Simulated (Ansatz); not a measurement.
# Si: the cost of one run

Program: Ansatz 0.2.0. PAW datasets, plane waves, zero pressure. No spin polarisation and no zero-point or thermal motion.

## Step 1: The structure to begin with

This is the cell as the run starts from it, not yet at rest; its lengths are not the crystal's.

Space group P6_3/mmc (No. 194), hexagonal; a = 3.625 Å, c = 5.920 Å in the conventional setting, 16.84 Å³ an atom. Near Si stand 4 Si at 2.22 Å.

Structure file:

```cif
data_structure
_symmetry_space_group_name_H-M 'P6_3/mmc'
_symmetry_Int_Tables_number 194
_cell_length_a 3.6252
_cell_length_b 3.6252
_cell_length_c 5.9200
_cell_angle_alpha 90.000
_cell_angle_beta 90.000
_cell_angle_gamma 120.000
_cell_volume 67.38
loop_
_atom_site_label
_atom_site_type_symbol
_atom_site_symmetry_multiplicity
_atom_site_Wyckoff_symbol
_atom_site_fract_x
_atom_site_fract_y
_atom_site_fract_z
_atom_site_occupancy
Si1 Si 4 f 0.33333 0.66667 0.56250 1
```

## Step 2: PBE: cell and atoms

Input file input.yaml:

```yaml
crystal:
  lattice:
    - [3.6252448193, 0.0, 0.0]
    - [-1.8126224097, 3.1395541085, 0.0]
    - [0.0, 0.0, 5.9200247899]
  atoms:
    - { symbol: Si, position: [0.3333333333, 0.6666666667, 0.0] }
    - { symbol: Si, position: [0.6666666667, 0.3333333333, 0.5] }
    - { symbol: Si, position: [0.3333333333, 0.6666666667, 0.375] }
    - { symbol: Si, position: [0.6666666667, 0.3333333333, 0.875] }
kpoints:
  mp_grid: { grid: [12, 12, 4] }
hamiltonian:
  xc: pbe
scf:
  occupations: { method: fermi_dirac, width: 0.02 }
relax:
  f_tol: 0.005
  cell: {}
```

The run is started by

```console
$ ansatz run input.yaml --threads 2 --pin off --max-ram 2211MiB --backend cpu --events-out ev --progress --plain --runs-dir out
```

What time and memory should one allow on 2 threads of AMD EPYC 9R45 (Zen 5), shared host?

About 3.5 s, with a peak of 0.45 GiB.
